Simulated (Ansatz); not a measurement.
**Molecular dynamics of H15NO6**

input.yaml

```yaml
accuracy: low
crystal:
  lattice:
    - [6.02765, 0.0, 0.0]
    - [0.0, 6.02765, 0.0]
    - [0.0, 0.0, 6.02765]
  atoms:
    - { symbol: O, position: [0.12218568, 0.07694365, 0.19042303] }
    - { symbol: H, position: [-0.01337293, 0.16670183, 0.19631204] }
    - { symbol: H, position: [0.10009414, -0.04289841, 0.08307709] }
    - { symbol: O, position: [0.41097005, 0.2722011, 0.48522161] }
    - { symbol: H, position: [0.31303545, 0.20337961, 0.37563634] }
    - { symbol: H, position: [0.42398576, 0.16112508, 0.6000374] }
    - { symbol: O, position: [0.6323503, 0.80735193, 0.08203801] }
    - { symbol: H, position: [0.59006357, 0.93451585, 0.16999864] }
    - { symbol: H, position: [0.70802848, 0.87133704, -0.04659206] }
    - { symbol: O, position: [0.85386182, -0.00832574, 0.71617585] }
    - { symbol: H, position: [0.8530455, 0.11977425, 0.6199805] }
    - { symbol: H, position: [0.98104, -0.09569141, 0.66641882] }
    - { symbol: O, position: [0.79675932, 0.37509936, 0.27828389] }
    - { symbol: H, position: [0.77895334, 0.5224031, 0.21645998] }
    - { symbol: H, position: [0.65528551, 0.3429579, 0.35268442] }
    - { symbol: O, position: [0.22913274, 0.79550116, 0.53250896] }
    - { symbol: H, position: [0.19139802, 0.86119569, 0.38986914] }
    - { symbol: H, position: [0.30045316, 0.65452662, 0.50099255] }
    - { symbol: "N", position: [0.16521352, 0.63009753, 0.98768514] }
    - { symbol: H, position: [0.33119476, 0.65647364, 0.96892958] }
    - { symbol: H, position: [0.14960405, 0.50234158, 1.09593415] }
    - { symbol: H, position: [0.10849686, 0.57184725, 0.83995912] }
basis:
  ecutwfc: 500.0
kpoints:
  mp_grid: { grid: [1, 1, 1] }
hamiltonian:
  xc: r2scan
scf:
  occupations: { method: fermi_dirac, width: 0.02 }
  lower_state_search: "off"
md:
  timestep: 0.75
  n_steps: 130
  ensemble: nvt_langevin
  temperature: 300.0
  initial_velocities: maxwell_boltzmann
  seed: 343566
  friction: 0.02
```

Launched with:

```bash
$ ansatz run input.yaml --threads 1 --pin off --max-ram 3072MiB --backend cpu --events-out ev --progress --plain --runs-dir out
```

It starts from a partly relaxed structure (largest force component 0.27 eV/Å).

Output, in part (step lines):

```
md step     0: t =     0.00 fs  T =   286.4 K  F+E_penalty+E_count = -4038.66370060 eV  E_kin = 0.814338 eV  (9 SCF iters)
md step     1: t =     0.75 fs  T =   270.4 K  F+E_penalty+E_count = -4038.60032243 eV  E_kin = 0.769051 eV  (8 SCF iters)
md step     2: t =     1.50 fs  T =   257.7 K  F+E_penalty+E_count = -4038.50008979 eV  E_kin = 0.732702 eV  (8 SCF iters)
md step     3: t =     2.25 fs  T =   249.1 K  F+E_penalty+E_count = -4038.43674807 eV  E_kin = 0.708262 eV  (7 SCF iters)
md step     4: t =     3.00 fs  T =   248.8 K  F+E_penalty+E_count = -4038.44719165 eV  E_kin = 0.707611 eV  (8 SCF iters)
md step     5: t =     3.75 fs  T =   246.2 K  F+E_penalty+E_count = -4038.49586098 eV  E_kin = 0.700033 eV  (6 SCF iters)
md step     6: t =     4.50 fs  T =   241.3 K  F+E_penalty+E_count = -4038.51291582 eV  E_kin = 0.686243 eV  (6 SCF iters)
md step     7: t =     5.25 fs  T =   220.3 K  F+E_penalty+E_count = -4038.46618933 eV  E_kin = 0.626361 eV  (6 SCF iters)
[... lines left out ...]
md step   130: t =    97.50 fs  T =   278.7 K  F+E_penalty+E_count = -4037.84970281 eV  E_kin = 0.792681 eV  (8 SCF iters)
```

The steps, from the saved trajectory:

| time (fs) | T (K) | potential energy less start (eV) |
| --- | --- | --- |
| 0.0 | 286 | 0.000 |
| 3.0 | 249 | 0.217 |
| 6.0 | 187 | 0.286 |
| 9.0 | 191 | 0.287 |
| 12.0 | 150 | 0.385 |
| 15.0 | 136 | 0.414 |
| 18.0 | 105 | 0.516 |
| 21.0 | 107 | 0.487 |
| 24.0 | 127 | 0.457 |
| 27.0 | 107 | 0.575 |
| 30.0 | 162 | 0.450 |
| 33.0 | 198 | 0.363 |
| 36.0 | 192 | 0.405 |
| 39.0 | 218 | 0.382 |
| 42.0 | 233 | 0.351 |
| 45.0 | 204 | 0.457 |
| 48.0 | 222 | 0.456 |
| 51.0 | 227 | 0.393 |
| 54.0 | 197 | 0.500 |
| 57.0 | 229 | 0.460 |
| 60.0 | 220 | 0.505 |
| 63.0 | 236 | 0.587 |
| 66.0 | 245 | 0.505 |
| 69.0 | 194 | 0.645 |
| 72.0 | 207 | 0.582 |
| 75.0 | 221 | 0.586 |
| 78.0 | 208 | 0.643 |
| 81.0 | 257 | 0.573 |
| 84.0 | 212 | 0.698 |
| 87.0 | 232 | 0.619 |
| 90.0 | 257 | 0.657 |
| 93.0 | 258 | 0.825 |
| 96.0 | 307 | 0.691 |

The run went to its last step. The mean temperature of the second half is 24 % below the set value. A run of 0.098 ps of so small a system gives no equilibrium averages. Limits of this set-up: coarse k mesh, low accuracy level.

Mean squared displacements from the first frame to the last, about the centre of mass: O 0.06 Å², H 0.16 Å², N 0.09 Å².

Last frame:

```xyz
22
Lattice="6.0277 0.0000 0.0000 0.0000 6.0277 0.0000 0.0000 0.0000 6.0277" Properties=species:S:1:pos:R:3
O 0.503 0.720 1.158
H -0.221 1.390 1.108
H 0.445 0.085 0.481
O 2.444 1.713 3.066
H 1.805 1.224 2.573
H 2.749 1.015 3.651
O 3.884 5.138 0.656
H 4.266 5.771 1.311
H 4.294 5.413 -0.240
O 5.098 -0.186 4.406
H 5.426 0.730 4.064
H 5.787 -0.812 4.127
O 4.592 2.471 1.417
H 4.487 3.255 0.939
H 3.826 2.332 2.063
O 1.363 4.777 3.105
H 1.065 4.927 2.188
H 1.601 3.811 3.059
N 1.085 3.599 5.944
H 1.958 3.545 5.452
H 1.037 2.864 6.610
H 0.411 3.335 5.291
```

Run time: 13 min on 1 thread of Intel(R) Xeon(R) Platinum 8488C (Sapphire Rapids) (shared host), peak memory 0.56 GiB.
